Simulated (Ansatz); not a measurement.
BP: energy along a strain

BP, F-43m, a = 4.538 Å (as given, not relaxed at this level: -0.2 GPa). Ansatz: r2SCAN, PAW, 500 eV, Γ-centred 10×10×10 mesh on 2 atoms, Gaussian smearing 0.05 eV; no spin polarisation. Cell vectors (Å): 0.000 2.269 2.269; 2.269 0.000 2.269; 2.269 2.269 0.000. The cell is strained by x per cent times the pattern (0 1 0 0 0 0) in the order xx yy zz yz xz xy (engineering shears), with fractional coordinates held. y is the free energy over the start, V0 = 11.682 Å³/atom.

```
x (%) y (meV/atom)
-6.00             ?
-4.50         26.96
-3.00         11.74
-1.50          2.81
 0.00          0.00
 1.50          3.10
 3.00         11.92
 4.50         26.26
 5.25         35.43
 6.00         45.90
```

Problem. Fit y = c1 x + c2 x² + c3 x³ to the other rows, get the stiffness along the pattern, and predict the missing energy.

Solution. Least squares on the rows shown. y = 0.11966 x + 1.3140 x² − 0.0098049 x³. The clamped-ion stiffness p·C·p = 2 × 13.14 eV × 160.2 / 11.682 Å³ = 360 GPa, which is C22 in these axes (C11 of the cubic crystal); c1 is there for the stress left in the start, which by itself gives a slope of 0.12 meV/atom per %. At x = -6.00 the fit asked for gives 48.70 meV/atom. The run gave 48.69 meV/atom, so the fit is 0.01 meV/atom too high, a small miss on the scale of the series.